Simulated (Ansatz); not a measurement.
MnO2 under changes of volume

One of the cells (12.025 Å³/atom); the others are scaled copies at fixed shape and fractional positions:

```
CELL_PARAMETERS angstrom
2.85496 0.00000 0.00000
-1.42748 2.47246 0.00000
0.00000 0.00000 10.22174
ATOMIC_POSITIONS crystal
Mn 0.00000 0.00000 0.50000
Mn 0.00000 0.00000 0.00000
O 0.66667 0.33333 0.40686
O 0.66667 0.33333 0.09314
O 0.33333 0.66667 0.59314
O 0.33333 0.66667 0.90686
```

Measurements of this composition are mostly on another form, of space group No. 136.

```yaml
Program: Ansatz 0.2.0
Functional: PBEsol
Potentials_or_basis: all-electron LAPW, scalar-relativistic
Cutoff: 451 eV (chosen from the basis error)
Basis_error_allowed: 0.001 eV/atom
k_mesh: 11 × 11 × 3
Occupations: fermi-dirac, width 0.05 eV
Spin: collinear spin, ferromagnetic start
Starting_moments: "[4.0, 4.0, 0.0, 0.0, 0.0, 0.0] μB"
```

```tsv
volume (Å³/atom)	energy over the lowest point (meV/atom)	pressure (GPa)	gap on the mesh (eV)	largest force (eV/Å)
11.304	?	?	?	?
11.544	5.20	5.6	0.66	0.436
11.785	0.00	1.4	0.74	0.111
12.025	0.68	-2.3	0.81	0.187
12.266	6.60	-5.6	0.88	0.461
12.507	17.22	-8.5	0.95	0.713
12.747	32.01	-11.1	1.02	0.945
```

What does the run at 11.304 Å³/atom give?

Energy over the lowest point 16.99 meV/atom; pressure 10.2 GPa; gap on the mesh 0.58 eV; largest force 0.789 eV/Å.

Worked out: A Birch-Murnaghan fit of order 3 (a polynomial in V^(-2/3)) to the other rows has its minimum at 11.87 Å³/atom with B0 = V·E''(V) = 184 GPa and B' = 4.5 at fixed shape and positions, which overstates the stiffness. It gives 16.89 meV/atom at 11.304 Å³/atom, against the run's 16.99, and -dE/dV = 10.1 GPa, against 10.2. A straight line through the other rows of the gap, of slope 3.6 eV per unit of ln V, extrapolates to 0.59 eV, against the run's 0.58.

Energies are extrapolated to zero smearing.

Caveats: an odd mesh through Γ misses points on the zone boundary, where band edges often lie; only a ferromagnetic start was run, and an antiferromagnetic order may lie lower in energy.
